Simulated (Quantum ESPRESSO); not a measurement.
# 2H-WS2, 2 layers, AA' stacking, stepped through the field along the normal, part 2 of 4

What law, if any, do the results for 2H-WS2, 2 layers, AA' stacking follow against the field along the normal?

Quantum ESPRESSO 7.5; plane-wave DFT, PBE, GBRV ultrasoft pseudopotentials.

So far. Step 2 (Relaxing cell and ions of the reference):  The last row is no step: it is a fresh SCF in the final cell with a new plane-wave basis, +2 meV from the row before.

## 3. Self-consistent run, 0 V/Å

The self-consistent run of this member.

Level of this step: plane-wave DFT, PBE, GBRV ultrasoft pseudopotentials (Quantum ESPRESSO 7.5).

m0.scf.in

```
&control
  prefix = 'm0.scf'
  outdir = './out'
  pseudo_dir = './pseudo'
  calculation = 'scf'
  tprnfor = .true.
  tefield = .true.
  dipfield = .true.
/
&system
  ibrav = 0
  nat = 6
  ntyp = 2
  ecutwfc = 40
  ecutrho = 200
  occupations = 'smearing'
  smearing = 'fd'
  degauss = 0.002
  edir = 3
  emaxpos = 0.97
  eopreg = 0.04
  eamp = 0.0
  nbnd = 32
/
&electrons
  conv_thr = 1e-09
  mixing_beta = 0.4
  electron_maxstep = 120
  mixing_mode = 'plain'
/
ATOMIC_SPECIES
  S   32.0600  s_pbe_v1.4.uspp.F.UPF
  W   183.8400  w_pbe_v1.2.uspp.F.UPF
CELL_PARAMETERS angstrom
  3.15870106900000 0.00000000000000 0.00000000000000
  -1.57935053400000 2.73551536900000 0.00000000000000
  0.00000000000000 0.00000000000000 27.15124046500000
ATOMIC_POSITIONS crystal
  S   0.333333333300 0.666666666700 0.329045400500
  W   0.000000000000 0.000000000000 0.387145221200
  S   0.333333333300 0.666666666700 0.445187150600
  S   0.000000000000 0.000000000000 0.554812849400
  W   0.333333333300 0.666666666700 0.612854778800
  S   0.000000000000 0.000000000000 0.670954599500
K_POINTS automatic
  12 12 1 0 0 0
```

Started as:

```
> OMP_NUM_THREADS=1 mpirun -n 4 pw.x -nk 4 -in m0.scf.in > m0.scf.out
```

Log:

```text
[banner, memory and clock lines left out]
Program PWSCF v.7.5 starts
[citation notice left out]

[...]
bravais-lattice index     =            0
     lattice parameter (alat)  =       5.9691  a.u.
     unit-cell volume          =    1583.1934 (a.u.)^3
     number of atoms/cell      =            6
     number of atomic types    =            2
     number of electrons       =        52.00
     number of Kohn-Sham states=           32
     kinetic-energy cutoff     =      40.0000  Ry
     charge density cutoff     =     200.0000  Ry
     scf convergence threshold =      1.0E-09
     mixing beta               =       0.4000
     number of iterations used =            8  plain     mixing
     Exchange-correlation= SLA  PW   PBE  PBE
                           (   1   4   3   4   0   0   0)

[...]
PseudoPot. # 1 for S  read from file:
     ./pseudo/s_pbe_v1.4.uspp.F.UPF
     Pseudo is Ultrasoft + core correction, Zval =  6.0
     Generated by new atomic code, or converted to UPF format
     Using radial grid of  907 points,  6 beta functions with:
                l(1) =   0
                l(2) =   0
                l(3) =   1
                l(4) =   1
                l(5) =   2
                l(6) =   2
     Q(r) pseudized with  8 coefficients,  rinner =    1.300   1.300   1.300
                                                       1.300   1.300

     PseudoPot. # 2 for W  read from file:
     ./pseudo/w_pbe_v1.2.uspp.F.UPF
     Pseudo is Ultrasoft + core correction, Zval = 14.0
     Generated by new atomic code, or converted to UPF format
     Using radial grid of  923 points,  8 beta functions with:
                l(1) =   0
                l(2) =   0
                l(3) =   0
                l(4) =   1
                l(5) =   1
                l(6) =   2
                l(7) =   2
                l(8) =   3
     Q(r) pseudized with  6 coefficients,  rinner =    1.350   1.350   1.350
                                                       1.350   1.350   1.350
                                                       1.350

     atomic species   valence    mass     pseudopotential
     S                 6.00    32.06000     S ( 1.00)
     W                14.00   183.84000     W ( 1.00)

     No symmetry found

[...]
number of k points=    74  Fermi-Dirac smearing, width (Ry)=  0.0020
[...]
Dense  grid:    75921 G-vectors     FFT dimensions: (  27,  27, 240)

     Smooth grid:    53787 G-vectors     FFT dimensions: (  25,  25, 216)

     Initial potential from superposition of free atoms

     starting charge      51.7992, renormalised to      52.0000

     negative rho (up, down):  1.302E-01 0.000E+00

     Adding external electric field

     Computed dipole along edir(3) :
        Dipole               -0.0000 Ry au,         -0.0000 Debye
        Dipole field         -0.0000 Ry au,

        Potential amp.        0.0000 Ry
        Total length         49.2561 bohr

     Starting wfcs are   42 randomized atomic wfcs

     per-process dynamical memory:   119.0 Mb

     Self-consistent Calculation

     iteration #  1     ecut=    40.00 Ry     beta= 0.40
     Davidson diagonalization with overlap
     ethr =  1.00E-02,  avg # of iterations =  2.6

     Threshold (ethr) on eigenvalues was too large:
     Diagonalizing with lowered threshold

     Davidson diagonalization with overlap
     ethr =  3.21E-04,  avg # of iterations =  2.3

     negative rho (up, down):  1.317E-01 0.000E+00

     Adding external electric field

     Computed dipole along edir(3) :
        Dipole                0.0001 Ry au,          0.0001 Debye
        Dipole field          0.0000 Ry au,

        Potential amp.       -0.0000 Ry
        Total length         49.2561 bohr

     total energy              =    -415.00191043 Ry
     estimated scf accuracy    <       0.19562874 Ry

     iteration #  2     ecut=    40.00 Ry     beta= 0.40
[...]
negative rho (up, down):  1.340E-01 0.000E+00

[...]
Dipole               -0.0001 Ry au,         -0.0004 Debye
[...]
total energy              =    -415.01444508 Ry
     estimated scf accuracy    <       0.03837755 Ry

     iteration #  3     ecut=    40.00 Ry     beta= 0.40
[...]
negative rho (up, down):  1.350E-01 0.000E+00

[...]
Dipole                0.0002 Ry au,          0.0004 Debye
[...]
total energy              =    -415.02129853 Ry
     estimated scf accuracy    <       0.02308827 Ry

     iteration #  4     ecut=    40.00 Ry     beta= 0.40
[...]
negative rho (up, down):  1.357E-01 0.000E+00

[...]
Dipole               -0.0003 Ry au,         -0.0009 Debye
[...]
total energy              =    -415.02365738 Ry
     estimated scf accuracy    <       0.00314161 Ry

     iteration #  5     ecut=    40.00 Ry     beta= 0.40
[...]
c_bands:  1 eigenvalues not converged
[...]
negative rho (up, down):  1.365E-01 0.000E+00

[...]
Dipole                0.0000 Ry au,          0.0001 Debye
[...]
total energy              =    -415.02360955 Ry
     estimated scf accuracy    <       0.00856443 Ry

     iteration #  6     ecut=    40.00 Ry     beta= 0.40
[...]
negative rho (up, down):  1.366E-01 0.000E+00

[...]
Dipole               -0.0000 Ry au,         -0.0000 Debye
[...]
total energy              =    -415.02432344 Ry
     estimated scf accuracy    <       0.00040713 Ry

[...]
iteration # 12     ecut=    40.00 Ry     beta= 0.40
[...]
negative rho (up, down):  1.364E-01 0.000E+00

[...]
Dipole                0.0000 Ry au,          0.0000 Debye
[...]
total energy              =    -415.02442470 Ry
     estimated scf accuracy    <       0.00000003 Ry

     iteration # 13     ecut=    40.00 Ry     beta= 0.40
[...]
negative rho (up, down):  1.363E-01 0.000E+00

[...]
Dipole                0.0000 Ry au,          0.0000 Debye
[...]
total energy              =    -415.02442471 Ry
     estimated scf accuracy    <          2.3E-09 Ry

     iteration # 14     ecut=    40.00 Ry     beta= 0.40
[...]
negative rho (up, down):  1.363E-01 0.000E+00

[...]
Dipole                0.0000 Ry au,          0.0000 Debye
[...]
total energy              =    -415.02442471 Ry
     estimated scf accuracy    <          1.6E-09 Ry

     iteration # 15     ecut=    40.00 Ry     beta= 0.40
[...]
negative rho (up, down):  1.363E-01 0.000E+00

[...]
Dipole                0.0000 Ry au,          0.0000 Debye
[...]
End of self-consistent calculation

          k = 0.0000 0.0000 0.0000 (  6679 PWs)   bands (ev):

   -72.0752 -72.0752 -36.3297 -36.3291 -36.1503 -36.1503 -36.1499 -36.1499
   -12.9775 -12.8467 -11.3955 -11.1619  -4.8099  -4.2458  -0.8752  -0.8752
    -0.8670  -0.8670  -0.8068   0.3048   0.3599   0.3599   0.3896   0.3896
     1.6172   2.3317   4.8596   4.8596   4.8749   4.8749   4.9602   4.9602

          k = 0.0000 0.0962 0.0000 (  6659 PWs)   bands (ev):

   -72.0740 -72.0740 -36.3249 -36.3246 -36.1747 -36.1747 -36.1558 -36.1556
   -12.8602 -12.7293 -11.3472 -11.1208  -4.6705  -4.1063  -1.1839  -1.1700
    -1.0347  -0.7620  -0.7502  -0.2979   0.1734   0.2058   0.4297   0.7252
     1.5981   2.1727   4.7207   4.7567   4.7710   4.8299   4.8326   4.9494

[...]
the Fermi energy is     3.1024 ev

!    total energy              =    -415.02442471 Ry
     estimated scf accuracy    <          2.5E-10 Ry
     smearing contrib. (-TS)   =      -0.00000000 Ry
     internal energy E=F+TS    =    -415.02442471 Ry

     The total energy is F=E-TS. E is the sum of the following terms:
     one-electron contribution =   -3322.41733447 Ry
     hartree contribution      =    1665.41644624 Ry
     xc contribution           =    -116.44939264 Ry
     ewald contribution        =    1358.42585616 Ry
     electric field correction =       0.00000000 Ry

     convergence has been achieved in  15 iterations

     negative rho (up, down):  1.363E-01 0.000E+00

     Forces acting on atoms (cartesian axes, Ry/au):

     atom    1 type  1   force =     0.00000001    0.00000000   -0.00434768
     atom    2 type  2   force =    -0.00000002   -0.00000002   -0.00291628
     atom    3 type  1   force =     0.00000001    0.00000000   -0.00032902
     atom    4 type  1   force =    -0.00000002    0.00000001    0.00032968
     atom    5 type  2   force =     0.00000002    0.00000002    0.00291546
     atom    6 type  1   force =    -0.00000000   -0.00000001    0.00434785

     Total force =     0.007418     Total SCF correction =     0.000085

[...]
```

Run time: 2.4 min. Hardware: 4 MPI ranks of Arm Neoverse V1, shared host; peak memory 1 GiB; 9.6 min of CPU time.

This step gave:

| Item | Value |
| --- | --- |
| free energy | -5646.6950 eV |
| Fermi energy | 3.102 eV |
| dipole along the normal | 0 e·Å |
| valence top, on the run's zero | 2.332 eV |
| conduction bottom, on the run's zero | 3.721 eV |
| gap by band count | 1.390 eV |

## 4. Potential by pp.x, 0 V/Å

plot_num = 11 writes the bare and Hartree potential, from which vacuum levels or, in a crystal, the mean potential are read.

m0.pot.in

```
&inputpp
  prefix = 'm0.scf'
  outdir = './out'
  filplot = 'm0.pot.dat'
  plot_num = 11
/
```

Started as:

```
> OMP_NUM_THREADS=1 mpirun -n 4 pp.x -in m0.pot.in > m0.pot.out
```

Log:

```text
[banner, memory and clock lines left out]
Program POST-PROC v.7.5 starts

          URL

     ./out/m0.scf.save/

     IMPORTANT: XC functional enforced from input :
     Exchange-correlation= PBE
                           (   1   4   3   4   0   0   0)
     Any further DFT definition will be discarded
     Please, verify this is what you really want

     negative rho (up, down):  1.363E-01 0.000E+00

     Adding external electric field

     Computed dipole along edir(3) :
        Dipole                0.0000 Ry au,          0.0000 Debye
        Dipole field          0.0000 Ry au,

        Potential amp.       -0.0000 Ry
        Total length         49.2561 bohr

     Calling punch_plot, plot_num =  11

     Adding external electric field

     Computed dipole along edir(3) :
        Dipole                0.0000 Ry au,          0.0000 Debye
        Dipole field          0.0000 Ry au,

        Potential amp.       -0.0000 Ry
        Total length         49.2561 bohr

     Writing data to file  m0.pot.dat
     Message from routine chdens:
     namelist plot not found or invalid, exiting
```

Wall time 1.2 s (4 MPI ranks); peak memory 0.15 GiB; 4.4 s of CPU time.

Read from the output:

- slope of the potential above: 5.19e-5 eV/Å
- upper vacuum line continued to the top atoms, over the valence top: 5.295 eV
- slope of the potential below: -4.47e-5 eV/Å
- lower vacuum line continued to the bottom atoms, over the valence top: 5.295 eV
- vacuum level at the upper face over the valence top of the mesh: 5.295 eV
- vacuum level at the lower face over the valence top of the mesh: 5.295 eV

The potential energy, planar mean oscillates, so the rows of the table below give means over windows of 1.98 Å about each position, cut where the curve ends. Its maxima inside the range that stand out by 2 % of the span (Å: eV): 9.6: -6.60, 11.4: -6.69, 13.6: 4.36, 15.7: -6.69, 17.5: -6.60. Its minima: 8.9: -14.1, 10.5: -12.8, 12.1: -14.1, 15.0: -14.1, 16.6: -12.8, 18.2: -14.1.

Electrostatic potential energy of an electron, with the sawtooth; zero at the highest filled level of the SCF mesh. Potential energy, planar mean against z; means over each step:

| z (Å) | potential energy, planar mean (eV) |
| --- | --- |
| 0.99 | 5.30 |
| 2.97 | 5.30 |
| 4.95 | 5.29 |
| 6.93 | 4.95 |
| 8.91 | -7.35 |
| 10.89 | -10.2 |
| 12.87 | -2.55 |
| 14.85 | -6.32 |
| 16.83 | -9.80 |
| 18.81 | -3.92 |
| 20.79 | 5.24 |
| 22.77 | 5.30 |
| 24.75 | 5.30 |
| 26.73 | 5.30 |

(Part 2 of 4 ends here.)

[Logs are printed without paths, hosts, clocks, repeated set-up lines and the standing remarks that a program may print on its own settings, such as how far it seeks lower states.]

[Hosts, paths, dates, database ids (printed as entryN), source tags and the programs' standing remarks are cut or masked in the printed files.]

[Maps of the electrostatic potential energy from Ansatz leave out the sawtooth potential of an applied field or a dipole correction, so their vacuum need not be flat; planar profiles and work functions include it.]
